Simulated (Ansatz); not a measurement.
# Structure search for Sn₂Se

These are results of DFT PBE, scalar-relativistic, plane waves, PAW (Ansatz 0.2.0), not measurements. Settings: cutoff 420 eV, Γ-centred meshes spaced at most about 0.3 Å⁻¹, and about 0.25 Å⁻¹ or finer for metals (2π included), Gaussian smearing. No spin polarisation.

Energies over the elements count from the elements' standard structures at the same level, with no fitted energy shifts. The references include grey tin.

All energies are static (0 K, no zero-point motion). Larger cells and other orderings weren't all tried, so the list isn't exhaustive. The k mesh leaves some 4 meV/atom of noise in the energy of each metallic cell. The reference form of Se is held partly by dispersion forces, which this level lacks.

Invented guesses were relaxed alike, and ends that match in structure were merged. ΔE counts from the first row. Coordination counts Se atoms around Sn (those within 1.25 times the shortest such distance or 1.15 times the sum of covalent radii; the shortest distance is added where it is long for a bond; a slash parts the counts of unlike sites). The ends were matched against large subsets of the Crystallography Open Database and the Materials Project, so a missing match doesn't prove that a structure is unreported.

```
#         reached from            type and space group  atoms  Å³/atom       coordination  ΔE (meV/atom)  gap on mesh (eV)  in databases
1  Ta2Se type (P4/nmm)                P4/nmm (No. 129)      6     28.1  Sn 1 from 3.1 Å/5              0              0.00      no match
2          random cell                P6/mmm (No. 191)      3     26.8    Sn 3 from 3.2 Å            244              0.00      no match
3          random cell                P6/mmm (No. 191)      3     27.0               Sn 1            323              0.00      no match
4   YSi2 type (P6/mmm)                P6/mmm (No. 191)      3     27.3    Sn 6 from 3.5 Å            343              0.00      no match
5          random cell  anti-fluorite, Fm-3m (No. 225)      3     30.8    Sn 4 from 3.1 Å            406              0.00      no match
6          random cell                P4/mmm (No. 123)      3     33.8               Sn 2            411              0.00      no match
```

The lowest: Space group P4/nmm (No. 129), tetragonal, a = 4.265 Å, c = 9.279 Å. Sn on its first site has 5 Se at 2.87–3.03 Å and 1 Sn at 3.32 Å; around Sn on its second site lie 4 Sn at 3.06 Å, 1 Se at 3.10 Å and 1 Sn at 3.32 Å; around Se lie 6 Sn at 2.87–3.10 Å. Its energy over the elements is −0.21 eV/atom. Whether it is stable depends on the other phases of the system, which aren't compared here. An observed structure of this formula, if there is one, may be missing.

```
Sn Se
1.0
     4.26451    0.00000    0.00000
     0.00000    4.26451    0.00000
     0.00000    0.00000    9.27911
Sn Se
4 2
Direct
  0.50000 0.00000 0.66925
  0.00000 0.50000 0.33075
  0.50000 0.00000 0.02674
  0.00000 0.50000 0.97326
  0.50000 0.00000 0.36029
  0.00000 0.50000 0.63971
```

The second: Space group P6/mmm (No. 191), hexagonal, a = 5.606 Å, c = 2.958 Å. Sn is surrounded by 2 Sn at 2.96 Å, 3 Sn at 3.24 Å and 3 Se at 3.24 Å; around Se lie 2 Se at 2.96 Å and 6 Sn at 3.24 Å. Counting Se atoms around Sn, the first has Sn 1 from 3.1 Å/5 and the second has Sn 3 from 3.2 Å. Cells relaxed within their symmetry can be saddle points.

```cif
data_structure
_symmetry_space_group_name_H-M 'P 1'
_symmetry_Int_Tables_number 1
_cell_length_a 5.6055
_cell_length_b 5.6055
_cell_length_c 2.9581
_cell_angle_alpha 90.000
_cell_angle_beta 90.000
_cell_angle_gamma 120.000
_cell_volume 80.50
loop_
_atom_site_label
_atom_site_type_symbol
_atom_site_fract_x
_atom_site_fract_y
_atom_site_fract_z
_atom_site_occupancy
Sn1 Sn 0.33333 0.66667 0.00000 1
Sn2 Sn 0.66667 0.33333 0.00000 1
Se1 Se 0.00000 0.00000 0.00000 1
```

Some types were kept out of the candidates beforehand, so the set may lack a known form.
